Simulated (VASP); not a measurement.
# MgI2 (P-3m1) in VASP: further runs

The runs below take MgI2 through single point, with PBEsol.

All numbers are computed with VASP 6.6.1; they aren't measurements. Logs are shortened: lines on timing, memory, paths and dates and some standing lists are left out, and cuts for length are marked.

**1. The structure**

It takes space group P-3m1 (No. 164, trigonal). The conventional cell has a = 4.140 Å, b = 4.140 Å, c = 6.880 Å, α = 90.00°, β = 90.00°, γ = 120.00°. Around I (site symmetry 3m) lie 3 Mg at 2.94 Å. Around Mg (site symmetry -3m) lie 6 I at 2.94 Å.

**2. Single point, PBEsol**

INCAR

```
SYSTEM = MgI2
PREC = Accurate
ENCUT = 900
EDIFF = 1E-8
ISMEAR = 0
SIGMA = 0.05
LREAL = .FALSE.
LASPH = .TRUE.
NELM = 100
ALGO = Normal
ISIF = 2
LWAVE = .FALSE.
LCHARG = .FALSE.
GGA = PS
NBANDS = 15
ADDGRID = .FALSE.
```

KPOINTS

```
regular mesh
0
G
  11 11 6
  0 0 0
```

POSCAR

```
MgI2
1.0
    4.1400000000      0.0000000000      0.0000000000
   -2.0700000000      3.5853451717      0.0000000000
    0.0000000000      0.0000000000      6.8800000000
I Mg
2 1
Direct
    0.6666666667      0.3333333333      0.7500000000
    0.3333333333      0.6666666667      0.2500000000
    0.0000000000      0.0000000000      0.0000000000
```

Potentials or basis: VASP PAW PBE potentials, release 64 (I, Mg).

Started as:

```bash
$ cat potpaw_PBE.64/I/POTCAR potpaw_PBE.64/Mg/POTCAR > POTCAR
$ mpirun -np 1 vasp_std > vasp.out
```

OUTCAR:

```text
SYSTEM = MgI2
   PREC = Accurate
   ENCUT = 900
   EDIFF = 1E-8
   ISMEAR = 0
   LREAL = .FALSE.
   LASPH = .TRUE.
   NELM = 100
   ISIF = 2
   GGA = PS

 ion  position               nearest neighbor table
   1  0.667  0.333  0.750-   3 2.94   3 2.94   3 2.94
   2  0.333  0.667  0.250-   3 2.94   3 2.94   3 2.94
   3  0.000  0.000  0.000-   1 2.94   2 2.94   1 2.94   2 2.94   1 2.94   2 2.94

  LATTYP: Found a hexagonal cell.
 ALAT       =     4.1400000000
 C/A-ratio  =     1.6618357488

  Lattice vectors:

 A1 = (   4.1400000000,   0.0000000000,   0.0000000000)
 A2 = (  -2.0700000000,   3.5853451717,   0.0000000000)
 A3 = (   0.0000000000,   0.0000000000,   6.8800000000)

Analysis of symmetry for initial positions (statically):
=====================================================================
 Subroutine PRICEL returns:
 Original cell was already a primitive cell.

 Routine SETGRP: Setting up the symmetry group for a
 hexagonal supercell.

 Subroutine GETGRP returns: Found 12 space group operations
 (whereof 12 operations were pure point group operations)
 out of a pool of 24 trial point group operations.

The static configuration has the point symmetry D_3d.

Analysis of symmetry for dynamics (positions and initial velocities):
=====================================================================
 Subroutine PRICEL returns:
 Original cell was already a primitive cell.

 Routine SETGRP: Setting up the symmetry group for a
 hexagonal supercell.

 Subroutine GETGRP returns: Found 12 space group operations
 (whereof 12 operations were pure point group operations)
 out of a pool of 24 trial point group operations.

The dynamic configuration has the point symmetry D_3d.

 Subroutine INISYM returns: Found 12 space group operations
 (whereof 12 operations are pure point group operations),
 and found     1 'primitive' translations

----------------------------------------------------------------------------------------

                                     Primitive cell

  volume of cell :     102.1221

  direct lattice vectors                    reciprocal lattice vectors
     4.140000000  0.000000000  0.000000000     0.241545894  0.139456587  0.000000000
    -2.070000000  3.585345172  0.000000000     0.000000000  0.278913174  0.000000000
     0.000000000  0.000000000  6.880000000     0.000000000  0.000000000  0.145348837

  length of vectors
     4.140000000  4.140000000  6.880000000     0.278913174  0.278913174  0.145348837

  position of ions in fractional coordinates (direct lattice)
     0.666666667  0.333333333  0.750000000
     0.333333333  0.666666667  0.250000000
     0.000000000  0.000000000  0.000000000

  ion indices of the primitive-cell ions
   primitive index   ion index
                 1           1
                 2           2
                 3           3

----------------------------------------------------------------------------------------

 KPOINTS: regular mesh

Automatic generation of k-mesh.
 Grid dimensions read from file:
 generate k-points for:   11   11    6

 Generating k-lattice:

  Cartesian coordinates                     Fractional coordinates (reciprocal lattice)
     0.021958718  0.012677872  0.000000000     0.090909091 -0.000000000  0.000000000
     0.000000000  0.025355743  0.000000000     0.000000000  0.090909091  0.000000000
     0.000000000  0.000000000  0.024224806     0.000000000  0.000000000  0.166666667

  Length of vectors
     0.025355743  0.025355743  0.024224806

  Shift w.r.t. Gamma in fractional coordinates (k-lattice)
     0.000000000  0.000000000  0.000000000

 Subroutine IBZKPT returns following result:
 ===========================================

 Found     84 irreducible k-points:

 Following reciprocal coordinates:
            Coordinates               Weight
  0.000000  0.000000  0.000000      1.000000
  0.090909  0.000000  0.000000      6.000000
  0.181818 -0.000000  0.000000      6.000000
  0.272727 -0.000000  0.000000      6.000000
  0.363636 -0.000000  0.000000      6.000000
  0.454545 -0.000000  0.000000      6.000000
[... 16 lines left out ...]
  0.000000  0.272727  0.166667      6.000000
  0.363636 -0.000000  0.166667      6.000000
 [... further k-points ...]
   k-points           NKPTS =     84   k-points in BZ     NKDIM =     84   number of bands    NBANDS=     15
   number of dos      NEDOS =    301   number of ions     NIONS =      3
   total plane-waves  NPLWV = 123480
   dimension x,y,z NGX =    42 NGY =   42 NGZ =   70
   dimension x,y,z NGXF=    84 NGYF=   84 NGZF=  140
   ions per type =               2   1
   NGX,Y,Z   is equivalent  to a cutoff of  16.87, 16.87, 16.91 a.u.
   NGXF,Y,Z  is equivalent  to a cutoff of  33.73, 33.73, 33.83 a.u.
 SYSTEM =  MgI2
   PREC   = accura    normal or accurate (medium, high low for compatibility)
   ISTART =      0    job   : 0-new  1-cont  2-samecut
   ICHARG =      2    charge: 1-file 2-atom 10-const
   ISPIN  =      1    spin polarized calculation?
   LNONCOLLINEAR =      F non collinear calculations
   LSORBIT =      F    spin-orbit coupling
   LASPH  =      T    aspherical Exc in radial PAW
   ENCUT  =  900.0 eV  66.15 Ry    8.13 a.u.  10.13 10.13 16.83*2*pi/ulx,y,z
   NELM   =    100;   NELMIN=  2; NELMDL= -5     # of ELM steps
   EDIFF  = 0.1E-07   stopping-criterion for ELM
   LREAL  =      F    real-space projection
   EDIFFG = 0.1E-06   stopping-criterion for IOM
   NSW    =      0    number of steps for IOM
   IBRION =     -1    ionic relax: 0-MD 1-quasi-New 2-CG
   NFREE  =      0    steps in history (QN), initial steepest desc. (CG)
   ISIF   =      2    stress and relaxation
   ISYM   =      2    0-nonsym 1-usesym 2-fastsym
   POTIM  = 0.5000    time-step for ionic-motion
   TEBEG  =    0.0;   TEEND  =   0.0 temperature during run
   PSTRESS=    0.0 pullay stress
   NELECT =      16.0000    total number of electrons
   NUPDOWN=      -1.0000    fix difference up-down
   EMIN   =  10.00;   EMAX   =-10.00  energy-range for DOS
   EFERMI =   0.00;   METHOD = LEGACY
   ISMEAR =     0;   SIGMA  =   0.05  broadening in eV -4-tet -1-fermi 0-gaus
   EFERMI_NEDOS =   21; number of points for ismear=-14 and -15
   IALGO  =     38    algorithm
   IMIX   =      4    mixing-type and parameters
     AMIX     =   0.40;   BMIX     =  1.00
     AMIX_MAG =   1.60;   BMIX_MAG =  1.00
  volume/ion in A,a.u.               =      34.04       229.72
  Fermi-wavevector in a.u.,A,eV,Ry     =   0.882555  1.667786 10.597613  0.778903
  Thomas-Fermi vector in A             =   2.003202
   LORBIT       =      0    0 simple, 1 ext, 2 COOP (PROOUT), +10 PAW based schemes
   GGA     = PS    functional components
   LHFCALC =     F    Hartree Fock is set to
   AEXX    =    0.0000 exact exchange contribution
   IVDW    =     0    specifies the selected vdW correction
   LEPSILON=     F    determine dielectric tensor
   LRPA    =     F    only Hartree local field effects (RPA)
 non-spin polarized calculation
 Gauss-broadening in eV      SIGMA  =   0.05
  energy-cutoff  :      900.00
  volume of cell :      102.12
 maximum number of plane-waves:      6292
 NGX is ok and might be reduce to    42
   NGX = 21   NGY = 21   NGZ = 33

 number of electron      16.0000000 magnetization

 Free energy of the ion-electron system (eV)
  ---------------------------------------------------
  ext. energy  EPLUGINS =         0.00000000
  ---------------------------------------------------
  free energy    TOTEN  =        -8.40428568 eV

  energy without entropy =       -8.40428568  energy(sigma->0) =       -8.40428568

 E-fermi :   2.4717     XC(G=0):  -8.4217

 val. band max:        2.2603747526   @ k =   0.0000   0.0000   0.0000
 cond. band min:       5.6331811733   @ k =   0.0000   0.4545   0.3333
 fundamental gap:      3.3728064206
 Fermi energy:         2.4717284932

 k-point     1 :       0.0000    0.0000    0.0000
  band No.  band energies     occupation
      1      -9.8111      2.00000
      2      -9.1300      2.00000
      3      -1.3689      2.00000
      4       1.8907      2.00000
      5       1.8907      2.00000
      6       2.2394      2.00000
      7       2.2604      2.00000
      8       2.2604      2.00000
      9       5.7706      0.00000
     10       6.9848      0.00000
     11       9.0040      0.00000
     12       9.0040      0.00000
     13       9.5973      0.00000
     14      10.4391      0.00000
     15      10.4391      0.00000

 k-point     2 :       0.0909    0.0000    0.0000
  band No.  band energies     occupation
      1      -9.7674      2.00000
      2      -9.1059      2.00000
      3      -1.3041      2.00000
      4       1.5297      2.00000
      5       1.7789      2.00000
      6       1.9186      2.00000
      7       2.2118      2.00000
      8       2.2490      2.00000
      9       6.1509      0.00000
     10       7.3354      0.00000
     11       8.5391      0.00000
     12       9.1291      0.00000
     13       9.8464      0.00000
     14      10.1138      0.00000
     15      10.5751      0.00000

 k-point     3 :       0.1818   -0.0000    0.0000
  band No.  band energies     occupation
      1      -9.6438      2.00000
      2      -9.0419      2.00000
      3      -1.1221      2.00000
      4       0.7340      2.00000
      5       1.2335      2.00000
      6       1.5367      2.00000
      7       2.1172      2.00000
      8       2.1767      2.00000
      9       6.7496      0.00000
     10       7.5846      0.00000
     11       8.4635      0.00000
     12       9.2671      0.00000
     13       9.3394      0.00000
     14      10.1236      0.00000
     15      10.8953      0.00000

 k-point     4 :       0.2727   -0.0000    0.0000
  band No.  band energies     occupation
      1      -9.4636      2.00000
      2      -8.9627      2.00000
      3      -0.8934      2.00000
      4      -0.0451      2.00000
      5       0.5575      2.00000
      6       1.2803      2.00000
      7       1.9292      2.00000
      8       2.0523      2.00000
      9       6.5952      0.00000
     10       7.5638      0.00000
     11       8.3012      0.00000
     12       9.3242      0.00000
     13       9.3685      0.00000
     14      10.4545      0.00000
     15      11.1108      0.00000
[... 307 lines left out ...]
 k-point    22 :       0.2727   -0.0000    0.1667
  band No.  band energies     occupation
      1      -9.4365      2.00000
      2      -8.9962      2.00000
      3      -0.7849      2.00000
      4      -0.1523      2.00000
      5       0.5889      2.00000
      6       1.3116      2.00000
      7       1.8965      2.00000
      8       2.0093      2.00000
      9       6.7184      0.00000
     10       7.4139      0.00000
     11       8.3835      0.00000
     12       8.9187      0.00000
     13       9.3182      0.00000
     14      10.6021      0.00000
     15      11.5495      0.00000

 k-point    23 :       0.0000    0.2727    0.1667
  band No.  band energies     occupation
      1      -9.4382      2.00000
      2      -8.9940      2.00000
      3      -0.9276      2.00000
      4       0.1941      2.00000
      5       0.4473      2.00000
      6       1.3194      2.00000
      7       1.8264      2.00000
      8       1.9967      2.00000
      9       6.3310      0.00000
     10       7.7131      0.00000
     11       8.6264      0.00000
     12       9.5212      0.00000
     13       9.6515      0.00000
     14      10.1259      0.00000
     15      10.8048      0.00000

 k-point    24 :       0.3636   -0.0000    0.1667
  band No.  band energies     occupation
      1      -9.2461      2.00000
      2      -8.9288      2.00000
      3      -0.8999      2.00000
      4      -0.5971      2.00000
      5       0.3158      2.00000
      6       1.1140      2.00000
      7       1.6940      2.00000
      8       1.8789      2.00000
      9       6.1922      0.00000
     10       7.2454      0.00000
     11       8.1975      0.00000
     12       8.8754      0.00000
     13       9.2705      0.00000
     14      11.4922      0.00000
     15      12.2481      0.00000

 [... further k-points ...]

------------------------ aborting loop because EDIFF is reached ----------------------------------------

  FORCE on cell =-STRESS in cart. coord.  units (eV):
  Direction    XX          YY          ZZ          XY          YZ          ZX
  --------------------------------------------------------------------------------------
  -------------------------------------------------------------------------------------
  Total       -0.4425264     -0.4425264     -0.7230461      0.0000000      0.0000000     -0.0000000
  in kB       -6.9427264     -6.9427264    -11.3437541      0.0000000      0.0000000     -0.0000000
  external PRESSURE =      -8.4097357 kB  Pullay stress =       0.0000000 kB

 VOLUME and BASIS-vectors are now :
 -----------------------------------------------------------------------------
  energy-cutoff  :      900.00
  volume of cell :      102.12
      direct lattice vectors                 reciprocal lattice vectors
     4.140000000  0.000000000  0.000000000     0.241545894  0.139456587  0.000000000
    -2.070000000  3.585345172  0.000000000     0.000000000  0.278913174  0.000000000
     0.000000000  0.000000000  6.880000000     0.000000000  0.000000000  0.145348837

 POSITION                                       TOTAL-FORCE (eV/Angst)
 -----------------------------------------------------------------------------------
      2.07000      1.19512      5.16000        -0.000000      0.000000      0.299690
     -0.00000      2.39023      1.72000        -0.000000     -0.000000     -0.299690
      0.00000      0.00000      0.00000         0.000000      0.000000      0.000000
 -----------------------------------------------------------------------------------
    total drift:                                0.000000     -0.000000     -0.000000

  FREE ENERGIE OF THE ION-ELECTRON SYSTEM (eV)
  ---------------------------------------------------
  free  energy   TOTEN  =        -8.4042856837 eV

  energy  without entropy=       -8.4042856837  energy(sigma->0) =       -8.40428568
```

It took 3.5 min on 1 thread of Intel Xeon Platinum 8488C (Sapphire Rapids), shared host; peak memory 0.55 GiB.

What came out:

- Free energy: -8.4043 eV
- Pressure: -0.8 GPa
- Largest force: 0.300 eV/Å
- Band gap on the k mesh: 3.37 eV, indirect (least direct gap 3.51 eV)

Forces in eV/Å, atoms in the order of the input:
```
I    0.000  0.000  0.300
I    0.000  0.000 -0.300
Mg   0.000  0.000  0.000
```

Caveat: the PAW data sets were made with another functional, which shifts forces and pressure a little; spin-orbit coupling is left out, which moves the levels of the heavy elements; an odd mesh through Γ misses points on the zone boundary, where band edges often lie; the cell's inner coordinates are idealised or old, which leaves forces on the atoms; this functional lacks dispersion, which binds the layers, so the pressure and a relaxed spacing across them are unreliable.

[end of part 1 of 3]
